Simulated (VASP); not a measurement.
# MgTe: single point with PBE

Crystal: MgTe.

```xyz
4
Lattice="4.6657 0.0000 0.0000 -2.3329 4.0407 0.0000 0.0000 0.0000 7.1964" Properties=species:S:1:pos:R:3 pbc="T T T"
Mg    0.0000    2.6938    7.1312
Mg    2.3329    1.3469    3.5330
Te    0.0000    2.6938    2.7278
Te    2.3329    1.3469    6.3260
```

The cell is a database's computed one.

```
Program             : VASP 6.6.1
Task                : single point
Functional          : PBE
Potentials or basis : VASP PAW PBE potentials, release 64 (Mg, Te)
Cutoff              : 520 eV
k mesh              : 6 × 6 × 4
Occupations         : gaussian, width 0.02 eV
Spin                : no spin polarisation
```

```
Pressure               : 0.5 GPa
Band gap on the k mesh : 2.23 eV, direct
```

Stress tensor (GPa, compression positive):
```
-0.02  0.00  0.00
 0.00 -0.02  0.00
 0.00  0.00  1.55
```

Levels at points of the mesh, in eV from the valence-band top:
| k point | band 4 | band 5 | band 6 | band 7 | band 8 | band 9 | band 10 | band 11 | band 12 | band 13 |
| --- | --- | --- | --- | --- | --- | --- | --- | --- | --- | --- |
| (0.00, 0.00, 0.00) | -0.87 | -0.87 | -0.30 | -0.30 | 0.00 | 2.23 | 2.42 | 4.88 | 4.88 | 5.85 |
| (0.50, 0.00, 0.00) | -2.73 | -2.12 | -1.56 | -1.14 | -0.66 | 2.78 | 3.66 | 4.32 | 5.25 | 6.83 |
| (0.00, 0.00, 0.50) | -2.06 | -0.60 | -0.60 | -0.60 | -0.60 | 3.05 | 3.05 | 5.13 | 5.13 | 5.13 |
| (0.50, 0.00, 0.50) | -3.37 | -1.17 | -1.17 | -0.94 | -0.94 | 3.08 | 3.08 | 4.11 | 4.11 | 6.92 |

It took 24 s on 1 thread of AMD EPYC 9R45 (Zen 5), with other jobs on the host, peak memory 0.22 GiB.

Caveat: spin-orbit coupling is left out, which moves the levels of the heavy elements. A k mesh can miss the band edges.
